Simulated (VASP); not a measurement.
## Vibrations of Silicon at several levels of theory

How much do the zone-centre frequencies of Silicon depend on the functional? The starting structure is a measured crystal structure from the Crystallography Open Database.

Main program and level: VASP 6.6.1; Kohn-Sham DFT with plane waves and PAW; LDA, PBEsol, PBE, PBEsol + D3(BJ), r2SCAN, r2SCAN + rVV10 and AM05.

### 1. The structure

It takes space group Fd-3m (No. 227, cubic). Conventional cell: a = 5.431 Å, b = 5.431 Å, c = 5.431 Å, α = 90.00°, β = 90.00°, γ = 90.00°. Nearest to Si lie 4 Si at 2.35 Å.

As a file:

```cif
data_structure
_symmetry_space_group_name_H-M 'Fd-3m:1'
_symmetry_Int_Tables_number 227
_cell_length_a 5.4310
_cell_length_b 5.4310
_cell_length_c 5.4310
_cell_angle_alpha 90.000
_cell_angle_beta 90.000
_cell_angle_gamma 90.000
_cell_volume 160.19
loop_
_atom_site_label
_atom_site_type_symbol
_atom_site_symmetry_multiplicity
_atom_site_Wyckoff_symbol
_atom_site_fract_x
_atom_site_fract_y
_atom_site_fract_z
_atom_site_occupancy
Si1 Si 8 a 0.25000 0.25000 0.25000 1
```

### 2. Modes with LDA

LDA, the lowest rung, knows the local density alone. The cell comes from a relaxation at this level, not shown (39.43 Å³).

File INCAR:

```
SYSTEM = Si
PREC = Accurate
ENCUT = 450
EDIFF = 1E-08
NELM = 100
ISMEAR = 0
SIGMA = 0.03
LREAL = .FALSE.
ALGO = Normal
GGA = CA
NBANDS = 10
LORBIT = 11
LWAVE = .FALSE.
LCHARG = .FALSE.
KPAR = 8
IBRION = 8
LEPSILON = .TRUE.
LPEAD = .TRUE.
ISIF = 2
```

File POSCAR:

```
Si
1.0
    0.0000000000      2.7014214891      2.7014214891
    2.7014214891      0.0000000000      2.7014214891
    2.7014214891      2.7014214891      0.0000000000
Si
2
Direct
    0.7500000000      0.7500000000      0.7500000000
    0.5000000000      0.5000000000      0.5000000000
```

File KPOINTS:

```
Automatic mesh
0
Gamma
10 10 10
0 0 0
```

PAW data sets: Si (LDA family, release 64).

The run is started by

```bash
> mpirun -np 8 vasp_std
```

What it wrote:

```text
[banner, memory and clock lines left out]
running    8 mpi-ranks, on    1 nodes
 distrk:  each k-point on    1 cores,    8 groups
 distr:  one band on    1 cores,    1 groups

 POSCAR found type information on POSCAR Si
 POSCAR found :  1 types and       2 ions
|                                                                             |
|           W    W    AA    RRRRR   N    N  II  N    N   GGGG   !!!           |
|           W    W   A  A   R    R  NN   N  II  NN   N  G    G  !!!           |
|           W    W  A    A  R    R  N N  N  II  N N  N  G       !!!           |
|           W WW W  AAAAAA  RRRRR   N  N N  II  N  N N  G  GGG   !            |
|           WW  WW  A    A  R   R   N   NN  II  N   NN  G    G                |
|           W    W  A    A  R    R  N    N  II  N    N   GGGG   !!!           |
|                                                                             |
|     For optimal performance we recommend to set                             |
|       NCORE = 2 up to number-of-cores-per-socket                            |
|     NCORE specifies how many cores store one orbital (NPAR=cpu/NCORE).      |
|     This setting can greatly improve the performance of VASP for DFT.       |
|     The default, NCORE=1 might be grossly inefficient on modern             |
|     multi-core architectures or massively parallel machines. Do your        |
|     Unfortunately you need to use the default for GW and RPA                |
|     calculations (for HF NCORE is supported but not extensively tested      |
|     yet).                                                                   |
|                                                                             |

 LDA part: xc-table for (Slater(with rela. corr.)+CA(PZ))
 , standard interpolation
 POSCAR, INCAR and KPOINTS ok, starting setup
 FFT: planning ... GRIDC
 FFT: planning ... GRID_SOFT
 FFT: planning ... GRID
 WAVECAR not read
 entering main loop
       N       E                     dE             d eps       ncg     rms          rms(c)
DAV:   1     0.591214871663E+01    0.59121E+01   -0.30900E+03   940   0.577E+02
DAV:   2    -0.116990888386E+02   -0.17611E+02   -0.17082E+02  1328   0.850E+01
DAV:   3    -0.121860433905E+02   -0.48695E+00   -0.47011E+00  1198   0.130E+01
DAV:   4    -0.121903619506E+02   -0.43186E-02   -0.43177E-02  1238   0.142E+00
DAV:   5    -0.121903933963E+02   -0.31446E-04   -0.31443E-04  1122   0.989E-02    0.510E+00
DAV:   6    -0.120033310015E+02    0.18706E+00   -0.11601E-01  1058   0.144E+00    0.306E+00
DAV:   7    -0.119189227935E+02    0.84408E-01   -0.20297E-01  1054   0.196E+00    0.246E-01
DAV:   8    -0.119190343904E+02   -0.11160E-03   -0.74654E-03  1056   0.516E-01    0.792E-02
DAV:   9    -0.119190083904E+02    0.26000E-04   -0.21573E-04  1182   0.845E-02    0.617E-02
DAV:  10    -0.119190135400E+02   -0.51496E-05   -0.14093E-05  1080   0.239E-02    0.306E-02
DAV:  11    -0.119190134788E+02    0.61171E-07   -0.73101E-07  1176   0.507E-03    0.237E-03
DAV:  12    -0.119190134806E+02   -0.18164E-08   -0.11823E-08   954   0.730E-04
   1 F= -.11919013E+02 E0= -.11919013E+02  d E =-.141092E-21
 Linear response reoptimize wavefunctions to high precision
DAV:   1    -0.119190134900E+02   -0.93485E-08   -0.40878E-09  1120   0.467E-04
DAV:   2    -0.119190134900E+02   -0.14097E-10   -0.37543E-11   582   0.441E-05
 Linear response to external field (no local field effect), progress :
  Direction:   1
       N       E                     dE             d eps       ncg     rms          rms(c)
RMM:   1    -0.177080148284E+01   -0.17708E+01   -0.89540E+00   580   0.401E+00
RMM:   2    -0.178875233516E+01   -0.17951E-01   -0.16743E-02   564   0.736E-01
RMM:   3    -0.178899477928E+01   -0.24244E-03   -0.22445E-04   564   0.752E-02
RMM:   4    -0.178899661377E+01   -0.18345E-05   -0.28240E-06   564   0.103E-02
RMM:   5    -0.178899664011E+01   -0.26341E-07   -0.54791E-08   562   0.127E-03
RMM:   6    -0.178899664064E+01   -0.52703E-09   -0.11614E-08   445   0.217E-04
 change of polarisation eV/A/(eV/A) component  1 :     3.578     2.108     0.374
 dielectric tensor                  component  1 :    17.421     9.673     1.718
 Linear response to external field (no local field effect), progress :
  Direction:   2
       N       E                     dE             d eps       ncg     rms          rms(c)
RMM:   1    -0.178195447031E+01   -0.17820E+01   -0.88719E+00   587   0.403E+00
RMM:   2    -0.180856029565E+01   -0.26606E-01   -0.16730E-02   564   0.728E-01
RMM:   3    -0.180879790250E+01   -0.23761E-03   -0.21907E-04   564   0.737E-02
RMM:   4    -0.180879966685E+01   -0.17644E-05   -0.27177E-06   564   0.993E-03
RMM:   5    -0.180879969284E+01   -0.25986E-07   -0.53283E-08   562   0.122E-03
RMM:   6    -0.180879969331E+01   -0.47185E-09   -0.11515E-08   431   0.209E-04
 change of polarisation eV/A/(eV/A) component  2 :     2.108     3.618    -0.445
 dielectric tensor                  component  2 :     9.673    17.603    -2.042
 Linear response to external field (no local field effect), progress :
  Direction:   3
       N       E                     dE             d eps       ncg     rms          rms(c)
RMM:   1    -0.604771773014E+00   -0.60477E+00   -0.27769E+00   534   0.277E+00
RMM:   2    -0.625806906729E+00   -0.21035E-01   -0.75355E-03   564   0.560E-01
RMM:   3    -0.625916362377E+00   -0.10946E-03   -0.10604E-04   564   0.606E-02
RMM:   4    -0.625917291980E+00   -0.92960E-06   -0.15393E-06   564   0.840E-03
RMM:   5    -0.625917307386E+00   -0.15406E-07   -0.30168E-08   563   0.108E-03
RMM:   6    -0.625917307665E+00   -0.27926E-09   -0.16947E-09   441   0.173E-04
 change of polarisation eV/A/(eV/A) component  3 :     0.374    -0.445     1.252
 dielectric tensor                  component  3 :     1.718    -2.042     6.745
 Linear response to external field, progress :
  Direction:   1
       N       E                     dE             d eps       ncg     rms          rms(c)
RMM:   1    -0.138493918198E+01   -0.13849E+01   -0.68607E+00  1203   0.360E+00
RMM:   2    -0.140713835384E+01   -0.22199E-01   -0.13775E-02  1224   0.674E-01    0.157E+00
RMM:   3    -0.135726290932E+01    0.49875E-01   -0.22958E-02  3072   0.729E-01    0.856E-01
RMM:   4    -0.138894846841E+01   -0.31686E-01   -0.22826E-02  3782   0.746E-01    0.154E-01
RMM:   5    -0.140105091882E+01   -0.12102E-01   -0.70685E-04  3241   0.171E-01    0.285E-02
RMM:   6    -0.140152836264E+01   -0.47744E-03   -0.14814E-05  3783   0.253E-02    0.158E-02
RMM:   7    -0.140175481100E+01   -0.22645E-03   -0.89517E-07  3656   0.633E-03    0.861E-04
RMM:   8    -0.140177573499E+01   -0.20924E-04   -0.32489E-08  4091   0.893E-04    0.240E-04
RMM:   9    -0.140177504898E+01    0.68601E-06   -0.11085E-08  3837   0.329E-04    0.700E-05
RMM:  10    -0.140177607207E+01   -0.10231E-05   -0.99910E-09  3050   0.629E-05    0.634E-06
 change of polarisation eV/A/(eV/A) component  1 :     2.642     1.322     0.322
 dielectric tensor                  component  1 :    13.127     6.066     1.478
 Linear response to external field, progress :
  Direction:   2
       N       E                     dE             d eps       ncg     rms          rms(c)
RMM:   1    -0.138640210050E+01   -0.13864E+01   -0.68711E+00  1207   0.361E+00
RMM:   2    -0.140813108486E+01   -0.21729E-01   -0.13592E-02  1224   0.674E-01    0.157E+00
RMM:   3    -0.135812815972E+01    0.50003E-01   -0.23012E-02  3072   0.730E-01    0.857E-01
RMM:   4    -0.138981930995E+01   -0.31691E-01   -0.22869E-02  3790   0.747E-01    0.154E-01
RMM:   5    -0.140193329504E+01   -0.12114E-01   -0.70805E-04  3246   0.171E-01    0.285E-02
RMM:   6    -0.140241188771E+01   -0.47859E-03   -0.14851E-05  3791   0.254E-02    0.158E-02
RMM:   7    -0.140263788590E+01   -0.22600E-03   -0.89731E-07  3668   0.634E-03    0.864E-04
RMM:   8    -0.140265904744E+01   -0.21162E-04   -0.32290E-08  4104   0.896E-04    0.241E-04
RMM:   9    -0.140265835776E+01    0.68968E-06   -0.10801E-08  3865   0.329E-04    0.701E-05
RMM:  10    -0.140265938060E+01   -0.10228E-05   -0.84075E-10  3060   0.624E-05    0.640E-06
 change of polarisation eV/A/(eV/A) component  2 :     1.218     2.644    -0.102
 dielectric tensor                  component  2 :     5.589    13.135    -0.469
 Linear response to external field, progress :
  Direction:   3
       N       E                     dE             d eps       ncg     rms          rms(c)
RMM:   1    -0.138641051966E+01   -0.13864E+01   -0.68714E+00  1207   0.361E+00
RMM:   2    -0.140814020906E+01   -0.21730E-01   -0.13591E-02  1224   0.674E-01    0.157E+00
RMM:   3    -0.135814281071E+01    0.49997E-01   -0.23009E-02  3072   0.730E-01    0.857E-01
RMM:   4    -0.138983842071E+01   -0.31696E-01   -0.22866E-02  3791   0.747E-01    0.154E-01
RMM:   5    -0.140195226051E+01   -0.12114E-01   -0.70800E-04  3242   0.171E-01    0.285E-02
RMM:   6    -0.140243105362E+01   -0.47879E-03   -0.14849E-05  3791   0.254E-02    0.158E-02
RMM:   7    -0.140265696709E+01   -0.22591E-03   -0.89697E-07  3665   0.634E-03    0.864E-04
RMM:   8    -0.140267813076E+01   -0.21164E-04   -0.31653E-08  4106   0.895E-04    0.241E-04
RMM:   9    -0.140267743904E+01    0.69172E-06   -0.69288E-09  3864   0.329E-04    0.701E-05
RMM:  10    -0.140267846451E+01   -0.10255E-05   -0.27914E-09  3066   0.625E-05    0.639E-06
 change of polarisation eV/A/(eV/A) component  3 :     0.198     0.884     2.644
 dielectric tensor                  component  3 :     0.909     4.058    13.135
 Linear response DOF=           1
 Linear response progress:
  Degree of freedom:   1/  1
       N       E                     dE             d eps       ncg     rms          rms(c)
RMM:   1    -0.198501145829E-01   -0.19850E-01    0.89666E-03  7680   0.873E-01
RMM:   2    -0.175508131745E-01    0.22993E-02   -0.29060E-04  5287   0.174E-01    0.974E-02
RMM:   3    -0.175809127905E-01   -0.30100E-04    0.65234E-05  5548   0.349E-02    0.561E-02
RMM:   4    -0.177345801148E-01   -0.15367E-03    0.14727E-05  5526   0.318E-02    0.627E-03
RMM:   5    -0.177158261045E-01    0.18754E-04   -0.12443E-06  5718   0.730E-03    0.194E-03
RMM:   6    -0.177155392165E-01    0.28689E-06   -0.44655E-07  5799   0.103E-03    0.127E-03
RMM:   7    -0.177149233760E-01    0.61584E-06    0.35186E-08  5797   0.344E-04    0.521E-05
RMM:   8    -0.177151257394E-01   -0.20236E-06    0.35509E-08  5919   0.661E-05    0.246E-05
RMM:   9    -0.177151064196E-01    0.19320E-07   -0.76367E-08  6031   0.291E-05    0.486E-06
RMM:  10    -0.177151093305E-01   -0.29109E-08   -0.29331E-08  6089   0.169E-05    0.370E-06
 first order change of Fermi-energy   0.12059E-03
 force on displaced ion       1 direction 1 : -13.587  -0.000  -0.000
 Born effective charge ion    1 direction 1 :  -0.001   0.000   0.000
 Born effective charges drift removed
 Linear response finished
```

Run time: 33 s. Hardware: 8 MPI ranks of Intel Xeon 6975P-C (Granite Rapids), shared host; peak memory 2.4 GiB.

Lines that name or quote the potential files are left out of all logs, and their timing lines are given in words.

Parts of OUTCAR (step 2):

```text
ion  position               nearest neighbor table
   1  0.750  0.750  0.750-   2 2.34   2 2.34   2 2.34   2 2.34
   2  0.500  0.500  0.500-   1 2.34   1 2.34   1 2.34   1 2.34

  LATTYP: Found a face centered cubic cell.
 ALAT       =     5.4028429782

 Subroutine GETGRP returns: Found 48 space group operations
 (whereof 24 operations were pure point group operations)

The static configuration has the point symmetry T_d .
 The point group associated with its full space group is O_h .

 Found     47 irreducible k-points:

   k-points           NKPTS =     47   k-points in BZ     NKDIM =     47   number of bands    NBANDS=     10

   dimension x,y,z NGX =    28 NGY =   28 NGZ =   28
   dimension x,y,z NGXF=    56 NGYF=   56 NGZF=   56

   ENCUT  =  450.0 eV  33.07 Ry    5.75 a.u.   6.61  6.61  6.61*2*pi/ulx,y,z

   NELECT =       8.0000    total number of electrons

 k-points in reciprocal lattice and weights: Automatic mesh
   0.00000000  0.00000000  0.00000000       0.001
   0.10000000  0.00000000  0.00000000       0.008
   0.20000000  0.00000000  0.00000000       0.008
   0.30000000  0.00000000  0.00000000       0.008
   0.40000000  0.00000000  0.00000000       0.008
   0.50000000  0.00000000  0.00000000       0.004
   0.10000000  0.10000000  0.00000000       0.006
   0.20000000  0.10000000  0.00000000       0.024
   0.30000000  0.10000000  0.00000000       0.024
[...]
-0.30000000  0.40000000  0.20000000       0.024
  -0.30000000  0.50000000  0.20000000       0.012

 average (electrostatic) potential at core
       1 -84.7174       2 -84.7174

  Total        0.0000114      0.0000114      0.0000114     -0.0000000      0.0000000     -0.0000000
  in kB        0.0004632      0.0004632      0.0004632     -0.0000000      0.0000000     -0.0000000
  external PRESSURE =       0.0004632 kB  Pullay stress =       0.0000000 kB

  energy-cutoff  :      450.00
  volume of cell :       39.43
      direct lattice vectors                 reciprocal lattice vectors
     0.000000000  2.701421489  2.701421489    -0.185087741  0.185087741  0.185087741
     2.701421489  0.000000000  2.701421489     0.185087741 -0.185087741  0.185087741
     2.701421489  2.701421489  0.000000000     0.185087741  0.185087741 -0.185087741

 POSITION                                       TOTAL-FORCE (eV/Angst)
 -----------------------------------------------------------------------------------
      4.05213      4.05213      4.05213         0.000000      0.000000      0.000000
      2.70142      2.70142      2.70142        -0.000000     -0.000000     -0.000000
 -----------------------------------------------------------------------------------
    total drift:                                0.000000      0.000000     -0.000000

 MACROSCOPIC STATIC DIELECTRIC TENSOR (including local field effects in DFT)
 ------------------------------------------------------
          13.132161     0.000000    -0.000000
           0.000000    13.132161     0.000000
          -0.000000     0.000000    13.132161
 ------------------------------------------------------

 PIEZOELECTRIC TENSOR (including local field effects)  for field in x, y, z        (C/m^2)
          XX          YY          ZZ          XY          YZ          ZX
  --------------------------------------------------------------------------------
  x     0.00000    -0.00000    -0.00000     0.00000     0.00000     0.00000
  y     0.00000     0.00000    -0.00000     0.00000    -0.00000     0.00000
  z     0.00000     0.00000     0.00000     0.00000     0.00000     0.00000

 BORN EFFECTIVE CHARGES (including local field effects) (in |e|, cummulative output)
 ---------------------------------------------------------------------------------
 ion    1
    1     0.00000     0.00000    -0.00000
    2     0.00000     0.00000     0.00000
    3     0.00000    -0.00000     0.00000
 ion    2
    1    -0.00000    -0.00000     0.00000
    2     0.00000    -0.00000    -0.00000
    3    -0.00000     0.00000    -0.00000

 Eigenvectors and eigenvalues of the dynamical matrix
 ----------------------------------------------------

   1 f  =   15.377853 THz    96.621897 2PiTHz  512.949948 cm-1    63.597659 meV
             X         Y         Z           dx          dy          dz
      4.052132  4.052132  4.052132     0.000000   -0.707107    0.000000
      2.701421  2.701421  2.701421     0.000000    0.707107    0.000000

   2 f  =   15.377853 THz    96.621897 2PiTHz  512.949948 cm-1    63.597659 meV
             X         Y         Z           dx          dy          dz
      4.052132  4.052132  4.052132    -0.707107    0.000000    0.000000
      2.701421  2.701421  2.701421     0.707107    0.000000    0.000000

   3 f  =   15.377853 THz    96.621897 2PiTHz  512.949948 cm-1    63.597659 meV
             X         Y         Z           dx          dy          dz
      4.052132  4.052132  4.052132     0.000000    0.000000   -0.707107
      2.701421  2.701421  2.701421     0.000000    0.000000    0.707107

   4 f  =    0.000000 THz     0.000000 2PiTHz    0.000000 cm-1     0.000000 meV
             X         Y         Z           dx          dy          dz
      4.052132  4.052132  4.052132     0.707107    0.000000    0.000000
      2.701421  2.701421  2.701421     0.707107    0.000000    0.000000

   5 f  =    0.000000 THz     0.000000 2PiTHz    0.000000 cm-1     0.000000 meV
             X         Y         Z           dx          dy          dz
      4.052132  4.052132  4.052132     0.000000    0.707107    0.000000
      2.701421  2.701421  2.701421     0.000000    0.707107    0.000000

   6 f  =    0.000000 THz     0.000000 2PiTHz    0.000000 cm-1     0.000000 meV
             X         Y         Z           dx          dy          dz
      4.052132  4.052132  4.052132     0.000000    0.000000    0.707107
      2.701421  2.701421  2.701421     0.000000    0.000000    0.707107

 MACROSCOPIC STATIC DIELECTRIC TENSOR IONIC CONTRIBUTION
 ------------------------------------------------------
           0.000000     0.000000     0.000000
           0.000000     0.000000     0.000000
           0.000000     0.000000     0.000000
 ------------------------------------------------------

 ELASTIC MODULI CONTR FROM IONIC RELAXATION (kBar)
 Direction    XX          YY          ZZ          XY          YZ          ZX
 --------------------------------------------------------------------------------
 XX          -0.0000      0.0000      0.0000     -0.0000      0.0000      0.0000
 YY           0.0000     -0.0000     -0.0000     -0.0000     -0.0000      0.0000
 ZZ           0.0000     -0.0000     -0.0000      0.0000     -0.0000      0.0000
 XY          -0.0000     -0.0000      0.0000   -277.7749      0.0000      0.0000
 YZ           0.0000     -0.0000     -0.0000      0.0000   -277.7749      0.0000
 ZX           0.0000      0.0000      0.0000      0.0000      0.0000   -277.7749
 --------------------------------------------------------------------------------

 PIEZOELECTRIC TENSOR IONIC CONTR  for field in x, y, z        (C/m^2)
          XX          YY          ZZ          XY          YZ          ZX
  --------------------------------------------------------------------------------
  x     0.00000     0.00000    -0.00000     0.00000    -0.00000    -0.00000
  y     0.00000     0.00000     0.00000    -0.00000     0.00000    -0.00000
  z     0.00000    -0.00000     0.00000    -0.00000    -0.00000     0.00000
```

Energies printed during the response cycles are not total energies of the cell.

LDA: the zone-centre mode is T2g 512.9 cm⁻¹.

(Part 1 of 3 ends here.)

[Lines on the potential files, build, host, timing and source positions are cut from VASP's logs without a mark.]

[Logs are printed without paths, hosts, clocks, repeated set-up lines and the standing remarks that a program may print on its own settings, such as how far it seeks lower states.]

[Hosts, paths, dates, database ids (printed as entryN), source tags and the programs' standing remarks are cut or masked in the printed files.]
